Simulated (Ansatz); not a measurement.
# CsSnBr3 (cubic perovskite type): testing the settings of optics runs

Aim: run 1 optics input for CsSnBr3 (cubic perovskite type) as typed, and read from each log whether it ends well.

Method: plane waves, PAW; settings as the input shows, in Ansatz 0.2.0.

## Step 1: The system as given

The structure is cubic, space group Pm-3m (No. 221). The conventional cell has a = 5.841 Å, b = 5.841 Å, c = 5.841 Å, α = 90.00°, β = 90.00°, γ = 90.00°. Cs (site symmetry m-3m) has 12 Br at 4.13 Å as nearest neighbours. Sn (site symmetry m-3m) is surrounded by 6 Br at 2.92 Å. Br (site symmetry 4/mmm) has 2 Sn at 2.92 Å and 4 Cs at 4.13 Å as nearest neighbours.

Structure file:

```cif
data_structure
_symmetry_space_group_name_H-M 'P 1'
_symmetry_Int_Tables_number 1
_cell_length_a 5.8411
_cell_length_b 5.8411
_cell_length_c 5.8411
_cell_angle_alpha 90.000
_cell_angle_beta 90.000
_cell_angle_gamma 90.000
_cell_volume 199.29
loop_
_atom_site_label
_atom_site_type_symbol
_atom_site_fract_x
_atom_site_fract_y
_atom_site_fract_z
_atom_site_occupancy
Cs1 Cs 0.00000 0.00000 0.00000 1
Sn1 Sn 0.50000 0.50000 0.50000 1
Br1 Br 0.50000 0.50000 0.00000 1
Br2 Br 0.50000 0.00000 0.50000 1
Br3 Br 0.00000 0.50000 0.50000 1
```

The cell was relaxed beforehand with r2SCAN; those runs aren't shown. No run includes spin-orbit coupling, which matters for Cs, Sn.

For scale, an earlier run with the standard settings (PBE, 4×4×4, gaussian width 0.1 eV, scissors 0 eV) gave ε∞ 7.27; tallest peak of ε₂: 5.9 at 2.10 eV.

## Step 2: Input 1

input.yaml reads:

```yaml
crystal:
  lattice:
    - [5.8411486749, 0.0, 0.0]
    - [0.0, 5.8411486749, 0.0]
    - [0.0, 0.0, 5.8411486749]
  atoms:
    - { symbol: Cs, position: [0.0, 0.0, 0.0] }
    - { symbol: Sn, position: [0.5, 0.5, 0.5] }
    - { symbol: Br, position: [0.5, 0.5, 0.0] }
    - { symbol: Br, position: [0.5, 0.0, 0.5] }
    - { symbol: Br, position: [0.0, 0.5, 0.5] }
kpoints:
  mp_grid: { grid: [2, 2, 2] }
hamiltonian:
  xc: pbesol
scf:
  occupations: { method: fixed }
output:
  optics:
    e_range: [2, 6]
    de: 0.2
    sigma: 0.03
    scissors: -3.5
    scheme: fermi_dirac
    bands: { spectra_wanted_up_to: 6 }
```

Started as:

```sh
$ ansatz run input.yaml --threads 4 --pin off --max-ram 5529MiB --backend cpu --events-out ev --progress --plain --runs-dir out
```

Log:

```text
Warning: RAYON_NUM_THREADS=4 ignored (pool sized by the plan → 4); use --threads N
Engine: ansatz 0.2.0, x86_64-unknown-linux-gnu
Pseudopotentials: kind: paw
Pseudopotential: Cs, paw, valence charge 9, recommended cutoff 420 eV (normal), Cs.paw.azcp
Pseudopotential: Sn, paw, valence charge 14, recommended cutoff 420 eV (normal), Sn.paw.azcp
Pseudopotential: Br, paw, valence charge 7, recommended cutoff 420 eV (normal), Br.paw.azcp
Functional definition: PBEsol
  exchange = pbesol_x
  correlation = pbesol_c
Crystal: 5 atoms, lattice volume = 199.294 Å³
Basis set: ecut = 420 eV, 3887 PW (Γ)
Bands: 27, of which v1, the nominal top of the filled ones, is band 22 counted from 1 (21 counted from 0)
Symmetry: 48 space group operations
Space group: Pm-3m (ITA 221), of the structure as read, at distance tolerance 5.8e-5 Å
k-points: 4 of 8
Non-local potential: Cs, projectors of the file, l = 0: 3, l = 1: 2, l = 2: 2, l = 3: 2
Non-local potential: Sn, projectors of the file, l = 0: 2, l = 1: 2, l = 2: 2, l = 3: 2
Non-local potential: Br, projectors of the file, l = 0: 2, l = 1: 2, l = 2: 2
PAW form: soft (Blöchl's): semilocal exchange-correlation on the pseudo side does not see the compensation charge
PAW frozen core: Cs, regenerated for the run's functional, and the local potential with it (the file was generated under x = pbe(κ = 0.804, μ = 0.2195149727645171), c = pbe(β = 0.06672455060314922))
PAW frozen core: Sn, regenerated for the run's functional, and the local potential with it (the file was generated under x = pbe(κ = 0.804, μ = 0.2195149727645171), c = pbe(β = 0.06672455060314922))
PAW frozen core: Br, regenerated for the run's functional, and the local potential with it (the file was generated under x = pbe(κ = 0.804, μ = 0.2195149727645171), c = pbe(β = 0.06672455060314922))
PAW one-centre angular grid: Cs, 194 points (default); XC on 64 Gauss nodes
PAW one-centre angular grid: Sn, 590 points (default); XC on 64 Gauss nodes
PAW one-centre angular grid: Br, 110 points (default); XC on 64 Gauss nodes
Initial density: superposition of atomic densities (neutral atoms: chi_scale 0, normalization atom), corrected by the library's trained network
Initial wavefunctions: pseudopotential atomic-orbital guess
Functional: x = pbesol(κ = 0.804, μ = 0.12345679012345678), c = pbesol(β = 0.046)
SCF iter   1: F=—  HF=-19750.214635 eV  |F-HF|=—  |Δ(HF+E_count)|=         —  Δρ=5.06e-3  dr2=5.87e-2  ethr=1.77e-3  ⟨swp⟩=5.8  Hψ=455  notcnv=0  defer=10
preconditioner: auto → Resta (q_TF=auto, 2.121 Å⁻¹)  ε∞=3.8  [insulator: Δε(μ)=0.418 eV  Ē_g=8.073 eV  n_scr=26 (ndim 8)  ℏωp=13.4 eV  f_vac=0.047  ε∞_Penn≈3.8]
SCF iter   2: F=—  HF=-19750.202002 eV  |F-HF|=—  |Δ(HF+E_count)|=   1.26e-2  Δρ=2.50e-3  dr2=1.54e-2  ethr=1.33e-4  ⟨swp⟩=2.2  Hψ=160  notcnv=0  defer=11
SCF iter   3: F=—  HF=-19750.197968 eV  |F-HF|=—  |Δ(HF+E_count)|=   4.03e-3  Δρ=3.44e-4  dr2=8.77e-4  ethr=3.49e-5  ⟨swp⟩=3.0  Hψ=158  notcnv=0  defer=10
SCF iter   4: F=—  HF=-19750.197817 eV  |F-HF|=—  |Δ(HF+E_count)|=   1.51e-4  Δρ=9.01e-5  dr2=6.33e-5  ethr=1.99e-6  ⟨swp⟩=2.5  Hψ=177  notcnv=0  defer=10
SCF iter   5: F=—  HF=-19750.197822 eV  |F-HF|=—  |Δ(HF+E_count)|=   4.74e-6  Δρ=2.78e-5  dr2=2.89e-6  ethr=1.44e-7  ⟨swp⟩=2.0  Hψ=161  notcnv=0  defer=10
SCF iter   6: F=—  HF=-19750.197812 eV  |F-HF|=—  |Δ(HF+E_count)|=   9.43e-6  Δρ=1.17e-5  dr2=2.34e-7  ethr=6.56e-9  ⟨swp⟩=2.0  Hψ=193  notcnv=0  defer=10
SCF iter   7: F=—  HF=-19750.197812 eV  |F-HF|=—  |Δ(HF+E_count)|=   1.51e-7  Δρ=1.96e-6  dr2=9.62e-9  ethr=5.32e-10  ⟨swp⟩=2.0  Hψ=192  notcnv=0  defer=10
SCF iter   8: F=—  HF=-19750.197812 eV  |F-HF|=—  |Δ(HF+E_count)|=   3.22e-8  Δρ=3.95e-7  dr2=3.84e-10  ethr=2.19e-11  ⟨swp⟩=2.0  Hψ=192  notcnv=0  defer=10
SCF iter   9: F=—  HF=-19750.197812 eV  |F-HF|=—  |Δ(HF+E_count)|=   1.95e-9  Δρ=7.81e-8  dr2=2.03e-11  ethr=1.00e-12  ⟨swp⟩=2.0  Hψ=163  notcnv=0  defer=10
SCF iter  10: F=-19750.197812 eV  HF=-19750.197812 eV  |F-HF|=0.00e0  |Δ(HF+E_count)|=  7.64e-11  Δρ=1.62e-8  dr2=9.39e-13  ethr=1.00e-12  ⟨swp⟩=11.2  Hψ=473  notcnv=0
SCF 1 converged in 10 iterations: F = -19750.197812 eV  dr2 = 9.39e-13
NSCF: frozen V_eff on 4 k-points
WARN: output.optics: the band pass at 60 bands failed: optics analysis refused: output.optics.scissors = -3.5 eV cannot be applied: the least direct gap is 0.355545 eV, at k = (-0.500000, -0.500000, -0.500000) in fractional coordinates (k-point 3, solve channel 0, both counted from 0), and the shift would move that transition to zero photon energy or below. Give a shift above -0.355545 eV, or none. The run goes on with spectra that are summed over 27 bands without it; where that sum gives spectra that were to be completed, the notice optics_band_completion says what they give
WARN: output.optics: not made: optics analysis refused: output.optics.scissors = -3.5 eV cannot be applied: the least direct gap is 0.355545 eV, at k = (-0.500000, -0.500000, -0.500000) in fractional coordinates (k-point 3, solve channel 0, both counted from 0), and the shift would move that transition to zero photon energy or below. Give a shift above -0.355545 eV, or none. The run goes on to what it still can, and will not end as completed
SCF converged after 10 iterations
Free energy (F): -19750.197812 eV
Harris-Foulkes:  -19750.197812 eV  (|F-HF|=0.00e0)
Internal energy: -19750.197812 eV  (E = F + TS)
E sigma→0 (E₀):  -19750.197812 eV
Fermi energy:    4.390385 eV
--- Per-component energies (eV) ---
  E_band       = -292.667233
  E_kinetic    = 728.692342
  E_local      = -2539.919919  (includes V_loc(G=0)·N_el)
  E_nonlocal   = 211.373881
  E_hartree    = 1122.154307
  E_xc         = -1338.571706
  E_vxc        = -536.319613  (∫ρ·V_xc dr)
  E_paw        = -15650.661027  (= ΣΔE_a)
  E_vpaw       = -400.802549  (= ΣTr[D̂ρ^β])
  E_aug_tail   = -0.000002  (compensation charges beyond the density's cutoff)
  E_ewald      = -2283.971499
  E_core_change = 0.705811  (= ΣΔE_core)
  E_smearing   = -0.000000  (= −TS)
  E_closure    = -0.000000  (closes the sum)
  Σ components = -19750.197812   (vs F -19750.197812, Δ=0.00e0)
--- Band table (eV) ---
  k-point 0: bands = ["-17.8972", "-17.8972", "-17.8706", "-17.8706", "-17.8706", "-17.7817", "-11.1261", "-10.5846", "-10.5846", "-4.5585", "-4.5585", "-4.5585", "-2.0402", "-0.8139", "-0.8139", "-0.8139", "1.4917", "1.4917", "1.4917", "1.6253", "1.6253", "1.6253", "6.5632", "7.6629", "7.6629", "8.2729", "8.2729"]
  k-point 1: bands = ["-17.8972", "-17.8916", "-17.8708", "-17.8708", "-17.8706", "-17.7804", "-10.9682", "-10.7738", "-10.5825", "-4.5445", "-4.5440", "-4.5440", "-3.0884", "-0.7198", "-0.7198", "0.7783", "1.3073", "1.3073", "1.3513", "1.5054", "1.5054", "2.4400", "5.7508", "8.0442", "8.6319", "8.6685", "8.6685"]
  k-point 2: bands = ["-17.8944", "-17.8888", "-17.8711", "-17.8708", "-17.8708", "-17.7793", "-10.7817", "-10.7749", "-10.7749", "-4.5688", "-4.5688", "-4.5331", "-3.8451", "-0.5669", "0.4934", "1.1667", "1.1667", "1.1885", "1.2236", "1.2236", "1.9892", "3.4346", "5.2879", "5.2879", "8.2490", "8.7746", "9.2005"]
  k-point 3: bands = ["-17.8888", "-17.8888", "-17.8710", "-17.8710", "-17.8710", "-17.7786", "-10.7701", "-10.7701", "-10.7701", "-4.5971", "-4.5971", "-4.5971", "-4.4923", "0.7071", "0.7071", "0.7071", "1.1955", "1.1955", "2.0020", "2.0020", "2.0020", "4.3904", "4.7459", "4.7459", "4.7459", "8.0600", "8.7213"]
Error: optics analysis refused: output.optics.scissors = -3.5 eV cannot be applied: the least direct gap is 0.355545 eV, at k = (-0.500000, -0.500000, -0.500000) in fractional coordinates (k-point 3, solve channel 0, both counted from 0), and the shift would move that transition to zero photon energy or below. Give a shift above -0.355545 eV, or none
```

Wall time 1.3 s (4 threads of Intel Xeon 6975P-C (Granite Rapids), shared host); peak memory 0.53 GiB.

What is wrong: It ended in an error. The scissors shift is negative and larger than the gap. Fix: use a shift that opens the gap, or none.

## Step 3: Summary

```tsv
input	settings	ended	fault	time
1	PBEsol, 2×2×2, fermi-dirac width 0.03 eV, scissors -3.5 eV	stopped by an error	the scissors shift is negative and larger than the gap	1.3 s
```

In words: 1 stopped by an error. No run passed without a fault or warning, so no result is quoted.

The gaps are Kohn-Sham values of a semilocal functional, not quasiparticle or optical gaps. Such gaps usually fall short of the measured ones.
